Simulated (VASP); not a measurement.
# CdTe (F-43m) in VASP: notebook

Aim: see how the results for CdTe move with the level of theory and the settings. Levels: HSE06, PBE0, r2SCAN0. Tasks: single point.

Everything below comes from runs of VASP 6.6.1. Logs are shortened: lines on timing, memory, paths and dates and some standing lists are left out, and cuts for length are marked.

**What was measured.**

From a printed reference work, data compilation, for a bulk crystal of CdTe at 0 K: band gap 1.607 eV.

How close the calculation comes is told below.

### 1 The cell of the first run

It takes space group F-43m (No. 216, cubic). Conventional cell: a = 6.560 Å, b = 6.560 Å, c = 6.560 Å, α = 90.00°, β = 90.00°, γ = 90.00°. Cd (site symmetry -43m) has 4 Te at 2.84 Å within 3.7 Å. Te (site symmetry -43m) has 4 Cd at 2.84 Å within 3.7 Å.

### 2 Single point, HSE06

Input file POSCAR:

```
CdTe
1.0
    0.0000000000      3.2799012461      3.2799012461
    3.2799012461      0.0000000000      3.2799012461
    3.2799012461      3.2799012461      0.0000000000
Cd Te
1 1
Direct
    0.0000000000      0.0000000000      0.0000000000
    0.2500000000      0.2500000000      0.2500000000
```

Input file INCAR.step1:

```
ALGO = Normal
EDIFF = 1E-5
ENCUT = 520
GGA = PE
ISIF = 2
ISMEAR = 0
LASPH = True
LCHARG = False
LREAL = False
LWAVE = True
NBANDS = 16
NELM = 60
PREC = Accurate
SIGMA = 0.01
```

Input file INCAR.step2:

```
ALGO = Normal
EDIFF = 1E-7
ENCUT = 520
GGA = PE
HFSCREEN = 0.2079
ISIF = 2
ISMEAR = 0
ISTART = 1
LASPH = True
LCHARG = False
LHFCALC = True
LREAL = False
LWAVE = False
NBANDS = 16
NELM = 60
PREC = Accurate
PRECFOCK = Normal
SIGMA = 0.01
```

Input file KPOINTS:

```
k-points
0
Gamma
  4 4 4
```

Potentials or basis: VASP PAW PBE potentials, release 64 (Cd, Te).

Launch:

```bash
cat potpaw_PBE.64/Cd/POTCAR potpaw_PBE.64/Te/POTCAR > POTCAR
cp INCAR.step1 INCAR
mpirun -np 1 vasp_std > vasp.out
cp INCAR.step2 INCAR
mpirun -np 1 vasp_std > vasp.out
```

OUTCAR:

```text
EDIFF = 1E-7
   ENCUT = 520
   GGA = PE
   HFSCREEN = 0.2079
   ISIF = 2
   ISMEAR = 0
   ISTART = 1
   LASPH = True
   LHFCALC = True
   LREAL = False
   NELM = 60
   PREC = Accurate
   PRECFOCK = Normal

 ion  position               nearest neighbor table
   1  0.000  0.000  0.000-   2 2.84   2 2.84   2 2.84   2 2.84
   2  0.250  0.250  0.250-   1 2.84   1 2.84   1 2.84   1 2.84

  LATTYP: Found a face centered cubic cell.
 ALAT       =     6.5598024922

  Lattice vectors:

 A1 = (   0.0000000000,   3.2799012461,   3.2799012461)
 A2 = (   3.2799012461,   0.0000000000,   3.2799012461)
 A3 = (   3.2799012461,   3.2799012461,   0.0000000000)

Analysis of symmetry for initial positions (statically):
=====================================================================
 Subroutine PRICEL returns:
 Original cell was already a primitive cell.

 Routine SETGRP: Setting up the symmetry group for a
 face centered cubic supercell.

 Subroutine GETGRP returns: Found 24 space group operations
 (whereof 24 operations were pure point group operations)
 out of a pool of 48 trial point group operations.

The static configuration has the point symmetry T_d .

Analysis of symmetry for dynamics (positions and initial velocities):
=====================================================================
 Subroutine PRICEL returns:
 Original cell was already a primitive cell.

 Routine SETGRP: Setting up the symmetry group for a
 face centered cubic supercell.

 Subroutine GETGRP returns: Found 24 space group operations
 (whereof 24 operations were pure point group operations)
 out of a pool of 48 trial point group operations.

The dynamic configuration has the point symmetry T_d .

 Subroutine INISYM returns: Found 24 space group operations
 (whereof 24 operations are pure point group operations),
 and found     1 'primitive' translations

----------------------------------------------------------------------------------------

                                     Primitive cell

  volume of cell :      70.5687

  direct lattice vectors                    reciprocal lattice vectors
     0.000000000  3.279901246  3.279901246    -0.152443614  0.152443614  0.152443614
     3.279901246  0.000000000  3.279901246     0.152443614 -0.152443614  0.152443614
     3.279901246  3.279901246  0.000000000     0.152443614  0.152443614 -0.152443614

  length of vectors
     4.638480825  4.638480825  4.638480825     0.264040085  0.264040085  0.264040085

  position of ions in fractional coordinates (direct lattice)
     0.000000000  0.000000000  0.000000000
     0.250000000  0.250000000  0.250000000

  ion indices of the primitive-cell ions
   primitive index   ion index
                 1           1
                 2           2

----------------------------------------------------------------------------------------

 KPOINTS: k-points

Automatic generation of k-mesh.
 Grid dimensions read from file:
 generate k-points for:    4    4    4

 Generating k-lattice:

  Cartesian coordinates                     Fractional coordinates (reciprocal lattice)
    -0.038110904  0.038110904  0.038110904     0.250000000  0.000000000  0.000000000
     0.038110904 -0.038110904  0.038110904     0.000000000  0.250000000  0.000000000
     0.038110904  0.038110904 -0.038110904     0.000000000  0.000000000  0.250000000

  Length of vectors
     0.066010021  0.066010021  0.066010021

  Shift w.r.t. Gamma in fractional coordinates (k-lattice)
     0.000000000  0.000000000  0.000000000

 Subroutine IBZKPT returns following result:
 ===========================================

 Found      8 irreducible k-points:

 Following reciprocal coordinates:
            Coordinates               Weight
  0.000000  0.000000  0.000000      1.000000
  0.250000  0.000000  0.000000      8.000000
  0.500000  0.000000  0.000000      4.000000
  0.250000  0.250000  0.000000      6.000000
  0.500000  0.250000  0.000000     24.000000
 -0.250000  0.250000  0.000000     12.000000
  0.500000  0.500000  0.000000      3.000000
 -0.250000  0.500000  0.250000      6.000000
   k-points           NKPTS =      8   k-points in BZ     NKDIM =     64   number of bands    NBANDS=     16
   number of dos      NEDOS =    301   number of ions     NIONS =      2
   total plane-waves  NPLWV =  46656
   dimension x,y,z NGX =    36 NGY =   36 NGZ =   36
   dimension x,y,z NGXF=    72 NGYF=   72 NGZF=   72
   ions per type =               1   1
   NGX,Y,Z   is equivalent  to a cutoff of  12.90, 12.90, 12.90 a.u.
   NGXF,Y,Z  is equivalent  to a cutoff of  25.81, 25.81, 25.81 a.u.
 SYSTEM =  unknown system
   PREC   = accura    normal or accurate (medium, high low for compatibility)
   ISTART =      1    job   : 0-new  1-cont  2-samecut
   ICHARG =      0    charge: 1-file 2-atom 10-const
   ISPIN  =      1    spin polarized calculation?
   LNONCOLLINEAR =      F non collinear calculations
   LSORBIT =      F    spin-orbit coupling
   LASPH  =      T    aspherical Exc in radial PAW
   ENCUT  =  520.0 eV  38.22 Ry    6.18 a.u.   8.62  8.62  8.62*2*pi/ulx,y,z
   NELM   =     60;   NELMIN=  2; NELMDL=  0     # of ELM steps
   EDIFF  = 0.1E-06   stopping-criterion for ELM
   LREAL  =      F    real-space projection
   EDIFFG = 0.1E-05   stopping-criterion for IOM
   NSW    =      0    number of steps for IOM
   IBRION =     -1    ionic relax: 0-MD 1-quasi-New 2-CG
   NFREE  =      0    steps in history (QN), initial steepest desc. (CG)
   ISIF   =      2    stress and relaxation
   ISYM   =      3    0-nonsym 1-usesym 2-fastsym
   POTIM  = 0.5000    time-step for ionic-motion
   TEBEG  =    0.0;   TEEND  =   0.0 temperature during run
   PSTRESS=    0.0 pullay stress
   NELECT =      18.0000    total number of electrons
   NUPDOWN=      -1.0000    fix difference up-down
   EMIN   =  10.00;   EMAX   =-10.00  energy-range for DOS
   EFERMI =   0.00;   METHOD = LEGACY
   ISMEAR =     0;   SIGMA  =   0.01  broadening in eV -4-tet -1-fermi 0-gaus
   EFERMI_NEDOS =   21; number of points for ismear=-14 and -15
   IALGO  =     38    algorithm
   IMIX   =      1    mixing-type and parameters
     AMIX     =   0.40;   BMIX     =  1.00
     AMIX_MAG =   1.60;   BMIX_MAG =  1.00
  volume/ion in A,a.u.               =      35.28       238.11
  Fermi-wavevector in a.u.,A,eV,Ry     =   1.038233  1.961976 14.666102  1.077928
  Thomas-Fermi vector in A             =   2.172708
   LORBIT       =      0    0 simple, 1 ext, 2 COOP (PROOUT), +10 PAW based schemes
   GGA     = PE    functional components
   LHFCALC =     T    Hartree Fock is set to
   PRECFOCK=normal    Normal, Fast or Accurate (Low or Medium for compatibility)
   ENCUT4O =  -1.0   cutoff for four orbital integrals eV
   NKREDX  =     1    reduce k-point grid by
   NKREDY  =     1    reduce k-point grid by
   NKREDZ  =     1    reduce k-point grid by
   AEXX    =    0.2500 exact exchange contribution
   HFSCREEN=    0.2079 screening length (either q_TF or 0.3 A-1)
   HFSCREENC=   0.2079 screening length for correlation (either q_TF or 0.3 A-1)
   ENCUTFOCK=  -1.0 apply spherical cutoff to Coloumb kernel
   IVDW    =     0    specifies the selected vdW correction
   LEPSILON=     F    determine dielectric tensor
   LRPA    =     F    only Hartree local field effects (RPA)
 non-spin polarized calculation
 Gauss-broadening in eV      SIGMA  =   0.01
  energy-cutoff  :      520.00
  volume of cell :       70.57
 maximum number of plane-waves:      1924
 NGX is ok and might be reduce to    36
  NGX = 28; NGY = 28; NGZ = 28

 number of electron      18.0000006 magnetization

 Free energy of the ion-electron system (eV)
  ---------------------------------------------------
  ext. energy  EPLUGINS =         0.00000000
  ---------------------------------------------------
  free energy    TOTEN  =        -5.99420144 eV

  energy without entropy =       -5.99420144  energy(sigma->0) =       -5.99420144

 E-fermi :   1.5816     XC(G=0):  -7.0329

 val. band max:        1.5296695659   @ k =   0.0000   0.0000   0.0000
 cond. band min:       2.9734328574   @ k =   0.0000   0.0000   0.0000
 fundamental gap:      1.4437632915
 Fermi energy:         1.5815724842

 k-point     1 :       0.0000    0.0000    0.0000
  band No.  band energies     occupation
      1     -10.3854      2.00000
      2      -7.9645      2.00000
      3      -7.9645      2.00000
      4      -7.9645      2.00000
      5      -7.7274      2.00000
      6      -7.7274      2.00000
      7       1.5297      2.00000
      8       1.5297      2.00000
      9       1.5297      2.00000
     10       2.9734      0.00000
     11       7.0176      0.00000
     12       7.0176      0.00000
     13       7.0176      0.00000
     14       9.9685      0.00000
     15      11.7950      0.00000
     16      11.7950      0.00000

 k-point     2 :       0.2500    0.0000    0.0000
  band No.  band energies     occupation
      1     -10.2020      2.00000
      2      -7.9330      2.00000
      3      -7.9330      2.00000
      4      -7.7349      2.00000
      5      -7.7278      2.00000
      6      -7.7278      2.00000
      7      -1.2236      2.00000
      8       1.1068      2.00000
      9       1.1068      2.00000
     10       4.2578      0.00000
     11       7.5745      0.00000
     12       7.5745      0.00000
     13       7.7064      0.00000
     14      10.7594      0.00000
     15      10.8710      0.00000
     16      10.8710      0.00000

 k-point     3 :       0.5000    0.0000    0.0000
  band No.  band energies     occupation
      1     -10.0351      2.00000
      2      -7.9079      2.00000
      3      -7.9079      2.00000
      4      -7.7208      2.00000
      5      -7.7208      2.00000
      6      -7.3079      2.00000
      7      -2.9879      2.00000
      8       0.7566      2.00000
      9       0.7566      2.00000
     10       4.1066      0.00000
     11       7.5899      0.00000
     12       7.5899      0.00000
     13       9.4726      0.00000
     14      11.1301      0.00000
     15      12.8428      0.00000
     16      12.8428      0.00000

 k-point     4 :       0.2500    0.2500    0.0000
  band No.  band energies     occupation
      1     -10.1443      2.00000
      2      -7.8971      2.00000
      3      -7.8971      2.00000
      4      -7.7904      2.00000
      5      -7.7145      2.00000
      6      -7.6585      2.00000
      7      -1.1693      2.00000
      8       0.4528      2.00000
      9       0.4528      2.00000
     10       5.2764      0.00000
     11       5.6139      0.00000
     12       8.9218      0.00000
     13       8.9218      0.00000
     14       9.1472      0.00000
     15      12.3607      0.00000
     16      13.1866      0.00000

 k-point     5 :       0.5000    0.2500    0.0000
  band No.  band energies     occupation
      1      -9.9855      2.00000
      2      -7.8768      2.00000
      3      -7.8638      2.00000
      4      -7.7605      2.00000
      5      -7.7142      2.00000
      6      -7.2357      2.00000
      7      -2.6327      2.00000
      8      -0.5407      2.00000
      9       0.1541      2.00000
     10       5.2829      0.00000
     11       6.8680      0.00000
     12       8.5332      0.00000
     13       9.1961      0.00000
     14      11.4966      0.00000
     15      13.0416      0.00000
     16      13.5165      0.00000

 k-point     6 :      -0.2500    0.2500    0.0000
  band No.  band energies     occupation
      1     -10.0360      2.00000
      2      -7.8949      2.00000
      3      -7.8908      2.00000
      4      -7.7340      2.00000
      5      -7.7322      2.00000
      6      -7.3741      2.00000
      7      -2.2560      2.00000
      8      -0.6073      2.00000
      9       0.7285      2.00000
     10       5.4712      0.00000
     11       7.5946      0.00000
     12       7.9609      0.00000
     13       8.3045      0.00000
     14      10.4316      0.00000
     15      12.0584      0.00000
     16      13.6248      0.00000

 k-point     7 :       0.5000    0.5000    0.0000
  band No.  band energies     occupation
      1      -9.9365      2.00000
      2      -7.8231      2.00000
      3      -7.8231      2.00000
      4      -7.8082      2.00000
      5      -7.7016      2.00000
      6      -7.1348      2.00000
      7      -2.8845      2.00000
      8      -0.3404      2.00000
      9      -0.3404      2.00000
     10       4.8762      0.00000
     11       5.0011      0.00000
     12      11.2970      0.00000
     13      11.7026      0.00000
     14      11.7026      0.00000
     15      13.3499      0.00000
     16      14.0411      0.00000

 k-point     8 :      -0.2500    0.5000    0.2500
  band No.  band energies     occupation
      1      -9.9386      2.00000
      2      -7.8585      2.00000
      3      -7.8470      2.00000
      4      -7.7542      2.00000
      5      -7.7258      2.00000
      6      -7.0655      2.00000
      7      -2.7274      2.00000
      8      -0.8222      2.00000
      9      -0.6434      2.00000
     10       6.6617      0.00000
     11       6.9718      0.00000
     12       7.9474      0.00000
     13       8.6707      0.00000
     14      12.1966      0.00000
     15      13.6360      0.00000
     16      13.7770      0.00000

------------------------ aborting loop because EDIFF is reached ----------------------------------------

  FORCE on cell =-STRESS in cart. coord.  units (eV):
  Direction    XX          YY          ZZ          XY          YZ          ZX
  --------------------------------------------------------------------------------------
  -------------------------------------------------------------------------------------
  Total        0.1085216      0.1085216      0.1085216      0.0000000      0.0000000      0.0000000
  in kB        2.4638513      2.4638513      2.4638513      0.0000000      0.0000000      0.0000000
  external PRESSURE =       2.4638513 kB  Pullay stress =       0.0000000 kB

 VOLUME and BASIS-vectors are now :
 -----------------------------------------------------------------------------
  energy-cutoff  :      520.00
  volume of cell :       70.57
      direct lattice vectors                 reciprocal lattice vectors
     0.000000000  3.279901246  3.279901246    -0.152443614  0.152443614  0.152443614
     3.279901246  0.000000000  3.279901246     0.152443614 -0.152443614  0.152443614
     3.279901246  3.279901246  0.000000000     0.152443614  0.152443614 -0.152443614

 POSITION                                       TOTAL-FORCE (eV/Angst)
 -----------------------------------------------------------------------------------
      0.00000      0.00000      0.00000        -0.000000     -0.000000     -0.000000
      1.63995      1.63995      1.63995         0.000000      0.000000      0.000000
 -----------------------------------------------------------------------------------
    total drift:                               -0.000003     -0.000002     -0.000002

  FREE ENERGIE OF THE ION-ELECTRON SYSTEM (eV)
  ---------------------------------------------------
  free  energy   TOTEN  =        -5.9942014386 eV

  energy  without entropy=       -5.9942014386  energy(sigma->0) =       -5.99420144
```

It took 8.3 min on 1 thread of Intel Xeon 6975P-C (Granite Rapids), shared host; peak memory 0.32 GiB.

Results:

* Free energy: -5.9942 eV
* Pressure: 0.2 GPa
* Band gap on the k mesh: 1.44 eV, direct

Levels at points of the mesh, in eV from the valence-band top:
| k point | band 5 | band 6 | band 7 | band 8 | band 9 | band 10 | band 11 | band 12 | band 13 | band 14 |
| --- | --- | --- | --- | --- | --- | --- | --- | --- | --- | --- |
| (0.00, 0.00, 0.00) | -9.26 | -9.26 | 0.00 | 0.00 | 0.00 | 1.44 | 5.49 | 5.49 | 5.49 | 8.44 |
| (0.50, 0.00, 0.00) | -9.25 | -8.84 | -4.52 | -0.77 | -0.77 | 2.58 | 6.06 | 6.06 | 7.94 | 9.60 |
| (0.50, 0.50, 0.00) | -9.23 | -8.66 | -4.41 | -1.87 | -1.87 | 3.35 | 3.47 | 9.77 | 10.17 | 10.17 |

Caveat: the PAW data sets were made with another functional, which shifts forces and pressure a little; spin-orbit coupling is left out, which moves the levels of the heavy elements.

### 3 Single point, PBE0

POSCAR is that of step 2.

Changes to INCAR.step1 since step 2:

```diff
@@ -7,3 +7,2 @@
 LASPH = True
-LCHARG = False
 LREAL = False
```

Input file INCAR.step2:

```
AEXX = 0.25
ALGO = Normal
EDIFF = 1E-6
ENCUT = 520
GGA = PE
ISIF = 2
ISMEAR = 0
ISTART = 1
LASPH = True
LCHARG = True
LELF = True
LHFCALC = True
LREAL = False
LVHAR = True
LWAVE = False
NBANDS = 16
NELM = 60
PREC = Accurate
PRECFOCK = Normal
SIGMA = 0.01
```

KPOINTS is that of step 2.

Potentials or basis: VASP PAW PBE potentials, release 64 (Cd, Te).

Launch:

```bash
cat potpaw_PBE.64/Cd/POTCAR potpaw_PBE.64/Te/POTCAR > POTCAR
cp INCAR.step1 INCAR
mpirun -np 1 vasp_std > vasp.out
cp INCAR.step2 INCAR
mpirun -np 1 vasp_std > vasp.out
```

It took 4.5 min on 1 thread of Intel Xeon 6975P-C (Granite Rapids), shared host; peak memory 0.22 GiB.

Results (log left out):

- Free energy: -6.5641 eV
- Pressure: 0.0 GPa
- Band gap on the k mesh: 2.12 eV, direct

Levels at points of the mesh, in eV from the valence-band top:
| k point | band 7 | band 8 | band 9 | band 10 | band 11 | band 12 |
| --- | --- | --- | --- | --- | --- | --- |
| (0.00, 0.00, 0.00) | 0.00 | 0.00 | 0.00 | 2.12 | 6.20 | 6.20 |
| (0.50, 0.00, 0.00) | -4.59 | -0.79 | -0.79 | 3.27 | 6.78 | 6.78 |
| (0.50, 0.50, 0.00) | -4.48 | -1.90 | -1.90 | 4.03 | 4.18 | 10.50 |

Caveat: the PAW data sets were made with another functional, which shifts forces and pressure a little; spin-orbit coupling is left out, which moves the levels of the heavy elements.

### 4 Single point, r2SCAN0

POSCAR is that of step 3.

Input file INCAR.step1:

```
  ALGO = Normal
  EDIFF = 1E-5
  ENCUT = 520
  GGA = PE
  ISIF = 2
  ISMEAR = 0
  LASPH = True
  LCHARG = False
  LREAL = False
  LWAVE = True
  NBANDS = 16
  NELM = 80
  PREC = Accurate
  SIGMA = 0.01
```

Input file INCAR.step2:

```
  AEXX = 0.25
  ALGO = Normal
  EDIFF = 1E-7
  ENCUT = 520
  ISIF = 2
  ISMEAR = 0
  ISTART = 1
  LASPH = True
  LCHARG = False
  LHFCALC = True
  LMIXTAU = True
  LREAL = False
  LWAVE = False
  METAGGA = R2SCAN
  NBANDS = 16
  NELM = 80
  PREC = Accurate
  PRECFOCK = Normal
  SIGMA = 0.01
```

KPOINTS is that of step 3.

Launch:

```bash
cat potpaw_PBE.64/Cd/POTCAR potpaw_PBE.64/Te/POTCAR > POTCAR
cp INCAR.step1 INCAR
mpirun -np 1 vasp_std > vasp.out
cp INCAR.step2 INCAR
mpirun -np 1 vasp_std > vasp.out
```

Run time: 6.4 min. Hardware: 1 thread of Intel Xeon 6975P-C (Granite Rapids), shared host; peak memory 0.23 GiB.

Results (log left out):

| Quantity | Value |
| --- | --- |
| Free energy | -38.1407 eV |
| Pressure | -0.5 GPa |
| Band gap on the k mesh | 2.43 eV, direct |

Levels at points of the mesh, in eV from the valence-band top:
| k point | band 5 | band 6 | band 7 | band 8 | band 9 | band 10 | band 11 | band 12 | band 13 | band 14 |
| --- | --- | --- | --- | --- | --- | --- | --- | --- | --- | --- |
| (0.00, 0.00, 0.00) | -9.50 | -9.50 | 0.00 | 0.00 | 0.00 | 2.43 | 6.49 | 6.49 | 6.49 | 9.41 |
| (0.50, 0.00, 0.00) | -9.49 | -9.07 | -4.63 | -0.79 | -0.79 | 3.53 | 7.04 | 7.04 | 8.82 | 10.67 |
| (0.50, 0.50, 0.00) | -9.48 | -8.88 | -4.50 | -1.92 | -1.92 | 4.19 | 4.37 | 10.87 | 11.36 | 11.36 |

Caveat: the PAW data sets were made with another functional, which shifts forces and pressure a little; spin-orbit coupling is left out, which moves the levels of the heavy elements.

[end of part 1 of 2]
